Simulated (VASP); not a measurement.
# Sc (P6_122) in VASP: phonons with AM05

Aim: the phonons of Sc with AM05.

Everything below comes from runs of VASP 6.6.1. Logs are shortened: lines on timing, memory, paths and dates and some standing lists are left out, and cuts for length are marked.

## 1. The crystal as given

It takes space group P6_122 (No. 178, hexagonal). Conventional cell: a = 3.246 Å, b = 3.246 Å, c = 16.347 Å, α = 90.00°, β = 90.00°, γ = 120.00°. Sc (site symmetry 2) is surrounded by 10 Sc at 3.14 to 3.25 Å.

This isn't the form of Sc at room conditions, which is hcp.

## 2. Phonons, AM05

Contents of POSCAR:

```
Sc
1.0
    3.2463827195      0.0000000000      0.0000000000
   -1.6231913597      2.8114499055      0.0000000000
    0.0000000000      0.0000000000     16.3469753200
Sc
6
Cartesian
    0.8441494968      1.4621098176     10.8979835472
   -0.8441494968      1.4621098176     13.6224794328
    0.7790418630      1.3493400879      2.7244958872
   -0.7790418629      1.3493400879      5.4489917728
    1.5580837259      0.0000000000      0.0000000000
    1.6882989936      0.0000000000      8.1734876600
```

Contents of INCAR.step1:

```
  PREC = Accurate
  ENCUT = 600
  EDIFF = 1E-8
  ISMEAR = -1
  SIGMA = 0.02
  LREAL = False
  LASPH = True
  NELM = 100
  ALGO = Normal
  ISIF = 3
  LWAVE = False
  LCHARG = False
  GGA = AM
  IBRION = 2
  NSW = 40
  EDIFFG = -0.002
```

Contents of INCAR.step2:

```
  PREC = Accurate
  ENCUT = 600
  EDIFF = 1E-8
  ISMEAR = -1
  SIGMA = 0.02
  LREAL = False
  LASPH = True
  NELM = 100
  ALGO = Normal
  ISIF = 2
  LWAVE = False
  LCHARG = False
  GGA = AM
  IBRION = 8
  NSW = 1
```

Contents of KPOINTS:

```
Automatic mesh
0
Gamma
  7 7 2
```

Potentials or basis: VASP PAW PBE potentials, release 64 (Sc_sv).

Command:

```bash
$ cat potpaw_PBE.64/Sc_sv/POTCAR > POTCAR
$ cp INCAR.step1 INCAR
$ mpirun -np 1 vasp_std > vasp.out
$ cp CONTCAR POSCAR
$ cp INCAR.step2 INCAR
$ mpirun -np 1 vasp_std > vasp.out
```

OUTCAR:

```text
PREC = Accurate
   ENCUT = 600
   EDIFF = 1E-8
   ISMEAR = -1
   LREAL = False
   LASPH = True
   NELM = 100
   ISIF = 2
   GGA = AM
   IBRION = 8
   NSW = 1

 ion  position               nearest neighbor table
   1  0.499  0.499  0.667-   2 3.14   6 3.14   2 3.14   6 3.14
   2  1.000  0.499  0.833-   1 3.14   5 3.14   1 3.14   5 3.14
   3  0.501  0.501  0.167-   4 3.14   5 3.14   4 3.14   5 3.14
   4  0.000  0.501  0.333-   3 3.14   6 3.14   3 3.14   6 3.14
   5  0.501  0.000  0.000-   2 3.14   3 3.14   3 3.14   2 3.14
   6  0.499  0.000  0.500-   4 3.14   1 3.14   1 3.14   4 3.14

  LATTYP: Found a hexagonal cell.
 ALAT       =     3.1989870944
 C/A-ratio  =     5.0605106165

  Lattice vectors:

 A1 = (   3.1989870944,  -0.0000000000,   0.0000000000)
 A2 = (  -1.5994935471,   2.7704040901,   0.0000000000)
 A3 = (   0.0000000000,   0.0000000000,  16.1885081532)

Analysis of symmetry for initial positions (statically):
=====================================================================
 Subroutine PRICEL returns:
 Original cell was already a primitive cell.

 Routine SETGRP: Setting up the symmetry group for a
 hexagonal supercell.

 Subroutine GETGRP returns: Found 12 space group operations
 (whereof  2 operations were pure point group operations)
 out of a pool of 24 trial point group operations.

The static configuration has the point symmetry C_2 .
 The point group associated with its full space group is D_6 .

Analysis of symmetry for dynamics (positions and initial velocities):
=====================================================================
 Subroutine PRICEL returns:
 Original cell was already a primitive cell.

 Routine SETGRP: Setting up the symmetry group for a
 hexagonal supercell.

 Subroutine GETGRP returns: Found 12 space group operations
 (whereof  2 operations were pure point group operations)
 out of a pool of 24 trial point group operations.

The dynamic configuration has the point symmetry C_2 .
 The point group associated with its full space group is D_6 .

 Subroutine INISYM returns: Found 12 space group operations
 (whereof  2 operations are pure point group operations),
 and found     1 'primitive' translations

----------------------------------------------------------------------------------------

[... 836 lines left out ...]
     3.198987094 -0.000000000  0.000000000     0.312598948  0.180479087  0.000000000
    -1.599493547  2.770404090  0.000000000     0.000000000  0.360958173  0.000000000
     0.000000000  0.000000000 16.188508153     0.000000000  0.000000000  0.061772215

 POSITION                                       TOTAL-FORCE (eV/Angst)
 -----------------------------------------------------------------------------------
      0.79853      1.38309     10.79234         0.000914      0.001583     -0.000000
      2.40046      1.38309     13.49042        -0.000914      0.001583     -0.000000
      0.80097      1.38732      2.69808        -0.000914     -0.001583      0.000000
     -0.80097      1.38732      5.39617         0.000914     -0.001583      0.000000
      1.60194     -0.00000      0.00000        -0.001827      0.000000      0.000000
      1.59705     -0.00000      8.09425         0.001827     -0.000000     -0.000000
 -----------------------------------------------------------------------------------
    total drift:                               -0.000000      0.000000      0.000002

  FREE ENERGIE OF THE ION-ELECTRON SYSTEM (eV)
  ---------------------------------------------------
  free  energy   TOTEN  =       -37.6162994061 eV

  energy  without entropy=      -37.5995280581  energy(sigma->0) =      -37.60791373

[... ionic steps 2 to 3 ...]

--------------------------------------- Ionic step        4  -------------------------------------------

------------------------ aborting loop because EDIFF is reached ----------------------------------------

[... ionic steps 5 to 5 ...]

--------------------------------------- Ionic step        6  -------------------------------------------

 Free energy of the ion-electron system (eV)
  ---------------------------------------------------
  ---------------------------------------------------
  free energy    TOTEN  =        -0.86802140 eV

  energy without entropy =       -0.86802140

------------------------ aborting loop because EDIFF is reached ----------------------------------------

 INTERNAL STRAIN TENSOR  FOR ION    1  DIRECTION 3   (eV/Angst):
 -----------------------------------------------------------------------------
     2.96332  1.71277 -0.08642
     1.71312 -2.97123  0.00401
    -0.10310 -0.07080 -0.01485

 INTERNAL STRAIN TENSOR FOR ION    6 for displacements in x,y,z  (eV/Angst):
          X           Y           Z          XY          YZ          ZX
  --------------------------------------------------------------------------------
  x    -0.00758     0.08762    -0.06646     0.00000    -3.25718    -0.00000
  y    -0.00000    -0.00000     0.00000    -0.00277     0.00000    -3.28491
  z    -0.00000     0.00000     0.00000    -3.42603     0.00000    -0.03974

 SECOND DERIVATIVES (NOT SYMMETRIZED)
 ------------------------------------
               1X          1Y          1Z          2X          2Y          2Z          3X          3Y          3Z          4X          4Y          4Z          5X          5Y          5Z          6X          6Y          6Z
  1X    -0.255294    0.555737   -0.004932    0.596623    0.037367    0.001712    0.038803   -0.060918    0.002853   -0.060447    0.061029    0.002143    0.047900    0.001309   -0.005690   -0.367585   -0.594523    0.003915
  1Y     0.555737    0.386417    0.002848   -0.037838   -0.689260   -0.003532   -0.060918   -0.031539   -0.001647   -0.061245    0.083891    0.007808    0.123583   -0.024456   -0.005760   -0.519319    0.274948    0.000284
  1Z     0.010520   -0.006074   -2.970875   -0.010280    0.003147    1.416927   -0.001487    0.000859    0.238228    0.002057   -0.006961   -0.050603    0.007057    0.001699   -0.050603   -0.007866    0.007329    1.416927
  2X     0.596623   -0.037367    0.001712   -0.255294   -0.555737   -0.004932   -0.060447   -0.061029    0.002143    0.038803    0.060918    0.002853   -0.367585    0.594523    0.003915    0.047900   -0.001309   -0.005690
  2Y     0.037838   -0.689260    0.003532   -0.555737    0.386417   -0.002848    0.061245    0.083891   -0.007808    0.060918   -0.031539    0.001647    0.519319    0.274948   -0.000284   -0.123583   -0.024456    0.005760
  2Z    -0.010280   -0.003147    1.416927    0.010520    0.006074   -2.970875    0.002057    0.006961   -0.050603   -0.001487   -0.000859    0.238228   -0.007866   -0.007329    1.416927    0.007057   -0.001699   -0.050603
  3X     0.038803   -0.060918   -0.002853   -0.060447    0.061029   -0.002143   -0.255294    0.555737    0.004932    0.596623    0.037367   -0.001712   -0.367585   -0.594523   -0.003915    0.047900    0.001309    0.005690
  3Y    -0.060918   -0.031539    0.001647   -0.061245    0.083891   -0.007808    0.555737    0.386417   -0.002848   -0.037838   -0.689260    0.003532   -0.519319    0.274948   -0.000284    0.123583   -0.024456    0.005760
  3Z     0.001487   -0.000859    0.238228   -0.002057    0.006961   -0.050603   -0.010520    0.006074   -2.970875    0.010280   -0.003147    1.416927    0.007866   -0.007329    1.416927   -0.007057   -0.001699   -0.050603
  4X    -0.060447   -0.061029   -0.002143    0.038803    0.060918   -0.002853    0.596623   -0.037367   -0.001712   -0.255294   -0.555737    0.004932    0.047900   -0.001309    0.005690   -0.367585    0.594523   -0.003915
  4Y     0.061245    0.083891    0.007808    0.060918   -0.031539   -0.001647    0.037838   -0.689260   -0.003532   -0.555737    0.386417    0.002848   -0.123583   -0.024456   -0.005760    0.519319    0.274948    0.000284
  4Z    -0.002057   -0.006961   -0.050603    0.001487    0.000859    0.238228    0.010280    0.003147    1.416927   -0.010520   -0.006074   -2.970875   -0.007057    0.001699   -0.050603    0.007866    0.007329    1.416927
  5X     0.047713    0.123691   -0.007833   -0.367993    0.519083   -0.002203   -0.367993   -0.519083    0.002203    0.047713   -0.123691    0.007833    0.707272   -0.000000   -0.000000   -0.066710    0.000000    0.000000
  5Y     0.001417   -0.024269   -0.002048    0.594288    0.275356    0.003249   -0.594288    0.275356    0.003249   -0.001417   -0.024269   -0.002048   -0.000000   -0.576149   -0.005695    0.000000    0.073973    0.003295
  5Z     0.005000    0.005262   -0.050603   -0.002414   -0.010477    1.416927    0.002414   -0.010477    1.416927   -0.005000    0.005262   -0.050603    0.000000    0.012148   -2.970875   -0.000000   -0.001717    0.238228
  6X    -0.367993   -0.519083   -0.002203    0.047713   -0.123691   -0.007833    0.047713    0.123691    0.007833   -0.367993    0.519083    0.002203   -0.066710    0.000000   -0.000000    0.707272   -0.000000    0.000000
  6Y    -0.594288    0.275356   -0.003249   -0.001417   -0.024269    0.002048    0.001417   -0.024269    0.002048    0.594288    0.275356   -0.003249    0.000000    0.073973   -0.003295   -0.000000   -0.576149    0.005695
  6Z    -0.002414    0.010477    1.416927    0.005000   -0.005262   -0.050603   -0.005000   -0.005262   -0.050603    0.002414    0.010477    1.416927    0.000000    0.001717    0.238228   -0.000000   -0.012148   -2.970875

 Eigenvectors and eigenvalues of the dynamical matrix
 ----------------------------------------------------

   1 f  =    5.779476 THz    36.313518 2PiTHz  192.782566 cm-1    23.901981 meV
             X         Y         Z           dx          dy          dz
      0.798526  1.383087 10.792339     0.000361   -0.000208   -0.408248
      2.400461  1.383087 13.490423    -0.000361   -0.000208    0.408248
      0.800968  1.387317  2.698085     0.000361   -0.000208    0.408248
     -0.800968  1.387317  5.396169    -0.000361   -0.000208   -0.408248
      1.601936 -0.000000  0.000000     0.000000    0.000416   -0.408248
      1.597051 -0.000000  8.094254     0.000000    0.000416    0.408248
[... 145 lines left out ...]
  18 f/i=    2.991092 THz    18.793587 2PiTHz   99.772101 cm-1    12.370158 meV
             X         Y         Z           dx          dy          dz
      0.798526  1.383087 10.792339    -0.204124   -0.353553   -0.000000
      2.400461  1.383087 13.490423    -0.204124    0.353553    0.000000
      0.800968  1.387317  2.698085    -0.204124   -0.353553    0.000000
     -0.800968  1.387317  5.396169    -0.204124    0.353553   -0.000000
      1.601936 -0.000000  0.000000     0.408248    0.000000    0.000000
      1.597051 -0.000000  8.094254     0.408248    0.000000   -0.000000

--------------------------------------------------------------------------------------------------------

 ELASTIC MODULI CONTR FROM IONIC RELAXATION (kBar)
 Direction    XX          YY          ZZ          XY          YZ          ZX
 --------------------------------------------------------------------------------
 XX         -96.0827     95.7985      0.2360     -0.0000      0.0000     -0.0000
 YY          95.7985    -96.0827      0.2360     -0.0000     -0.0000      0.0000
 ZZ           0.2360      0.2360     -0.3920      0.0000      0.0000     -0.0000
 XY          -0.0000     -0.0000      0.0000    -95.9406     -0.0000     -0.0000
 YZ           0.0000     -0.0000      0.0000     -0.0000     -0.3062     -0.0000
 ZX          -0.0000      0.0000     -0.0000     -0.0000     -0.0000     -0.0530
 --------------------------------------------------------------------------------
```

It took 51 min on 1 thread of AMD EPYC 9R45 (Zen 5), shared host; peak memory 0.79 GiB.

Results:

```
Relaxed volume                         : 23.91 Å³/atom
Relaxed cell                           : a = 3.199 Å, b = 3.199 Å, c = 16.189 Å, α = 90.00°, β = 90.00°, γ = 120.00°
Space group after relaxing (to 0.05 Å) : P6_222 (No. 180)
Highest phonon frequency at Γ          : 193 cm⁻¹
Most unstable mode                     : 100i cm⁻¹
```

Step by step:
| step | energy change (eV) | largest force (eV/Å) | pressure (GPa) | volume (Å³) |
| --- | --- | --- | --- | --- |
| 1 | 0.0000 | 0.0452 | -1.90 | 149.20 |
| 2 | -0.0356 | 0.0465 | 0.19 | 142.93 |
| 3 | -0.0359 | 0.0465 | 0.02 | 143.40 |
| 4 | -0.0366 | 0.0447 | 0.02 | 143.41 |
| 5 | -0.0382 | 0.0398 | 0.02 | 143.44 |
| 6 | -0.0393 | 0.0297 | 0.02 | 143.50 |
| 7 | -0.0398 | 0.0281 | 0.01 | 143.52 |
| 8 | -0.0412 | 0.0234 | -0.02 | 143.60 |
| 9 | -0.0432 | 0.0135 | -0.08 | 143.75 |
| 10 | -0.0441 | 0.0060 | -0.20 | 144.04 |
| 11 | -0.0443 | 0.0011 | -0.17 | 143.97 |
| 12 | -0.0446 | 0.0019 | 0.07 | 143.29 |
| 13 | -0.0447 | 0.0018 | 0.03 | 143.40 |
| 14 | -0.0447 | 0.0018 | 0.01 | 143.45 |
| 15 | -0.0447 | 0.0018 | 0.00 | 143.47 |

Final structure:
```
Sc
1.0
     3.19899    0.00000    0.00000
    -1.59949    2.77040    0.00000
     0.00000    0.00000   16.18851
Sc
6
Direct
  0.49924 0.49924 0.66667
  0.00000 0.49924 0.83333
  0.50076 0.50076 0.16667
  0.00000 0.50076 0.33333
  0.50076 0.00000 0.00000
  0.49924 0.00000 0.50000
```

Phonon frequencies in cm⁻¹ (negative: imaginary):
```
              q point                                                      frequencies
(0.000, 0.000, 0.000)  -100 -97 -97 -64 -41 -41 0 0 0 68 89 89 103 103 104 157 157 193
```

Caveat: some modes are imaginary; the PAW data sets were made with another functional, which shifts forces and pressure a little.
